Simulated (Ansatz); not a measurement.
## ZrS in Ansatz: the effect of functional

ZrS:

```xyz
2
Lattice="0.0000 2.6250 2.6250 2.6250 0.0000 2.6250 2.6250 2.6250 0.0000" Properties=species:S:1:pos:R:3 pbc="T T T"
Zr    0.0000    0.0000    0.0000
S     2.6250    2.6250    2.6250
```

Alike in all runs:

| Item | Value |
| --- | --- |
| Program | Ansatz 0.2.0 |
| Task | band structure |
| Potentials or basis | Ansatz PAW |
| k mesh | 5 × 5 × 5 |
| Occupations | fermi-dirac, width 0.05 eV |
| Spin | no spin polarisation |

```tsv
functional	cutoff	pressure (GPa)
LDA	420 eV (not typed: the program's choice for these potentials)	-9.6
PBEsol	420 eV (not typed: the program's choice for these potentials)	?
r2SCAN	500 eV (not typed: the program's choice for these potentials)	-2.5
HSE06	420 eV (not typed: the program's choice for these potentials)	-5.4
```

**Question.** What does the run with functional PBEsol give?

**Answer.** Pressure -7.0 GPa.

Caveats: all runs use coarse meshes; the PAW data sets come from PBE, with cores solved anew for the run's functional, which leaves a small shift of forces and pressure; the thresholds are loose for stress (some runs).
